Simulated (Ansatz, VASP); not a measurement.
**Two plane-wave programs on Br**

INCAR

```
SYSTEM = Br
ALGO = Normal ; EDIFF = 1E-6
ENCUT = 520 ; GGA = PE
ISIF = 2 ; ISMEAR = -1
LASPH = .True. ; LCHARG = .True.
LELF = .True. ; LREAL = .False.
LVHAR = .True. ; LWAVE = .False.
NBANDS = 22 ; NELM = 100
PREC = Accurate ; SIGMA = 0.05
```

KPOINTS

```
k-points
0
Gamma
  7 7 3
  0 0 0
```

POSCAR

```
Br
1.0
    3.2945929801     -2.2751377168      0.0000000000
    3.2945929801      2.2751377168      0.0000000000
    0.0000000000      0.0000000000      8.5246521939
Br
4
Direct
    0.3651000000      0.6349000000      0.3901000000
    0.1349000000      0.8651000000      0.8901000000
    0.6349000000      0.3651000000      0.6099000000
    0.8651000000      0.1349000000      0.1099000000
```

The input input.yaml:

```yaml
crystal:
  lattice:
    - [3.2945929801, -2.2751377168, 0.0]
    - [3.2945929801, 2.2751377168, 0.0]
    - [0.0, 0.0, 8.5246521939]
  atoms:
    - { symbol: Br, position: [0.3651, 0.6349, 0.3901] }
    - { symbol: Br, position: [0.1349, 0.8651, 0.8901] }
    - { symbol: Br, position: [0.6349, 0.3651, 0.6099] }
    - { symbol: Br, position: [0.8651, 0.1349, 0.1099] }
hamiltonian:
  xc: pbe
  pseudopotentials: { kind: paw }
kpoints:
  mp_grid: { grid: [7, 7, 3] }
scf:
  occupations: { method: fermi_dirac, width: 0.05 }
output:
  forces: true
  stress: true
  eigenvalues: true
```

Alike in both runs: task single point; functional PBE; k mesh 7 × 7 × 3; occupations fermi-dirac, width 0.05 eV; no spin polarisation.

|  | VASP | Ansatz |
| --- | --- | --- |
| version | VASP 6.6.1 | Ansatz 0.2.0 |
| potentials or method | VASP PAW PBE potentials, release 64 (Br) | Ansatz PAW |
| plane-wave cutoff (eV) | 520 | 420 |
| valence electrons in the cell | 28 | 28 |

```tsv
	VASP	Ansatz	Ansatz less VASP
gap on the k mesh at the Fermi level (eV)	2.10	2.10	-0.001
least direct gap on the mesh (eV)	2.12	2.12	-0.001
pressure (GPa)	4.1	4.1	-0.03
largest component of the traceless stress (GPa)	3.10	3.06	-0.036
rms of the force components (eV/Å)	0.961	0.951	-0.0091
```

Atom by atom the forces differ by 0.009 eV/Å (rms over components).

Caveats: forces of over 1 eV/Å show positions far from the minimum, so gaps and moduli don't describe the material at rest; an odd mesh through Γ misses points on the zone boundary, where band edges often lie (VASP); odd divisions of the mesh miss points on the zone boundary, where band edges often lie, so the gap on the mesh can be too wide (Ansatz). Expect the measured gap to be larger: semilocal functionals such as PBE lack the derivative discontinuity.
